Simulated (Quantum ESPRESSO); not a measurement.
Pd:

```xyz
1
Lattice="-1.5723 1.5723 1.5723 1.5723 -1.5723 1.5723 1.5723 1.5723 -1.5723" Properties=species:S:1:pos:R:3 pbc="T T T"
Pd    0.0000    0.0000    0.0000
```

This isn't the form of Pd at room conditions, which is fcc.

| Item | Value |
| --- | --- |
| Program | Quantum ESPRESSO 7.5 |
| Task | phonons and electron-phonon coupling |
| Functional | PBEsol |
| Potentials or basis | GBRV 1.5 PBEsol |
| Cutoff | 612 eV |
| Density cutoff | 4898 eV |
| k mesh | 12 × 12 × 12 |
| Occupations | methfessel-paxton, width 0.272 eV |
| Spin | no spin polarisation |
| Mixing beta | 0.5 |
| Most SCF iterations | 120 |
| SCF threshold | 2e-10 Ry |
| q mesh | 4 × 4 × 4 |

The cell and the atoms were relaxed first, to 14.69 Å³/atom (a = 2.672 Å, b = 2.672 Å, c = 2.672 Å, α = 109.47°, β = 109.47°, γ = 109.47°), and the response was taken there.

**Question.** Is this structure dynamically stable at this level, and how far does the spectrum reach?

**Answer.** No: the interpolated spectrum has imaginary modes, down to 27i cm⁻¹ near q = (0.00, 0.00, 0.29). The highest frequency is 234 cm⁻¹.

Phonon frequencies at the corners of the path (cm⁻¹, interpolated; i marks imaginary ones):
| point | frequencies |
| --- | --- |
| Γ | 0 0 0 |
| H | 212 212 212 |
| N | 12 157 234 |
| P | 163 163 163 |

Phonon states per cell in windows of 20 cm⁻¹ (negative: imaginary):
```
from (cm⁻¹)  total
        -40   0.00
        -20   0.02
          0   0.05
         20   0.10
         40   0.16
         60   0.22
         80   0.26
        100   0.22
        120   0.24
        140   0.37
        160   0.33
        180   0.28
        200   0.58
        220   0.17
```

Caveat: some modes are imaginary; the interpolated spectrum has imaginary branches, which spoil the λ, ω_log and α²F that the log prints; λ from interpolated matrix elements is rough: modes that symmetry makes equal can differ by tens of percent.
